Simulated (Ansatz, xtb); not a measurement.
**Ligand exchange: SnH3Br + CHF3 → SnH3F + CHBrF2**

Species: SnH3Br `[Br][SnH3]`, singlet; CHF3 `FC(F)F`, singlet; SnH3F `[F][SnH3]`, singlet; CHBrF2 (bromodifluoromethane) `FC(F)Br`, singlet. The partners trade Br for F: Sn–Br and C–F bonds give way to Sn–F and C–Br.

Shapes, held fixed at every level: PBE0-D4/def2-TZVP. Programs: Ansatz 0.2.0, xtb 6.7.1. The zero-point and thermal change to 298 K, harmonic and unscaled (PBE0-D4/def2-TZVP), is -3.7 kJ/mol.

Q: Estimate ΔH(298 K) of this reaction.

A: The highest level, CCSD(T)/def2-TZVPP, gives ΔH(298 K) = +86.4 kJ/mol; the levels span +81.5 to +111.2. The column of differences is taken from that level and isn't an error. No measured value is set beside it here. For atoms past krypton def2 sets carry core potentials with scalar relativity. Relativity is left out for Br. Outer-core shells of Br, Sn are correlated, in sets that cover them unevenly. Times are processor times on shared x86 and Arm servers, and rough.

```
               level                    kind  ΔH(298 K) (kJ/mol)  less CCSD(T)/def2-TZVPP  CPU time (sum over the molecules)
            GFN2-xTB          semi-empirical              +101.4                    +15.0                             0.15 s
    SPW92/def2-TZVPP                     LDA               +85.4                     -1.0                              7.4 s
r2SCAN-D4/def2-TZVPP                meta-GGA               +81.5                     -4.9                               29 s
 BHLYP-D4/def2-TZVPP           global hybrid               +95.6                     +9.2                               16 s
  PBE0-D4/def2-TZVPP           global hybrid               +89.0                     +2.6                               15 s
  wB97X-V/def2-TZVPP  range-separated hybrid               +83.6                     -2.8                               46 s
        MP2/def2-SVP     perturbation theory              +111.2                    +24.8                                  –
      MP2/def2-TZVPP     perturbation theory               +85.1                     -1.3                                  –
  CCSD(T)/def2-TZVPP   coupled cluster or CI               +86.4                      0.0                              2 min
```
